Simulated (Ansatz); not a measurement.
# GaCo: the cost of one run

Program: Ansatz 0.2.0. Level of theory: DFT PBE, scalar-relativistic, plane waves, PAW. These are calculated values, not measurements.

## Step 1: The structure to begin with

Symmetry: Fd-3m, No. 227, cubic system. The conventional cell has a = 5.765 Å, b = 5.765 Å, c = 5.765 Å, α = 90.00°, β = 90.00°, γ = 90.00°. Around Ga (site symmetry -43m) lie 4 Ga at 2.50 Å and 4 Co at 2.50 Å. Co (site symmetry -43m) has 4 Ga at 2.50 Å and 4 Co at 2.50 Å as nearest neighbours.

Structure file:

```
Ga Co
1.0
     0.00000    2.88271    2.88271
     2.88271    0.00000    2.88271
     2.88271    2.88271    0.00000
Ga Co
2 2
Direct
  0.50000 0.50000 0.50000
  0.75000 0.75000 0.75000
  0.00000 0.00000 0.00000
  0.25000 0.25000 0.25000
```

This is candidate A: NaTl (B32) type (Fd-3m, No. 227).

(A quick probe on a coarse mesh, which set the mesh and smearing, is not shown.)

## Step 3: Rough relaxation on the coarse mesh (candidate A)

Input file input.yaml:

```yaml
crystal:
  lattice:
    - [0.0, 2.8827075894, 2.8827075894]
    - [2.8827075894, 0.0, 2.8827075894]
    - [2.8827075894, 2.8827075894, 0.0]
  atoms:
    - { symbol: Ga, position: [0.5, 0.5, 0.5] }
    - { symbol: Ga, position: [0.75, 0.75, 0.75] }
    - { symbol: Co, position: [0.0, 0.0, 0.0], spin: 1.01 }
    - { symbol: Co, position: [0.25, 0.25, 0.25], spin: 1.01 }
basis:
  ecutwfc: 420
kpoints:
  mp_grid: { grid: [6, 6, 6] }
hamiltonian:
  xc: pbe
scf:
  occupations: { method: gaussian, width: 0.1 }
  lower_state_search: "off"
output:
  forces: true
  stress: true
  eigenvalues: true
  populations: true
magnetization:
  spin_polarized: true
relax:
  adjacent_minimum: "off"
  f_tol: 0.04
  max_steps: 70
  cell: { stress_tol: 0.4 }
```

On the command line:

```console
$ ansatz run input.yaml --threads 1 --pin off --max-ram 2560MiB --backend cpu --events-out ev --progress --plain --runs-dir out
```

What time and memory should one allow on 1 thread of Arm Neoverse V1, shared host?

About 21 s, with a peak of 0.35 GiB.
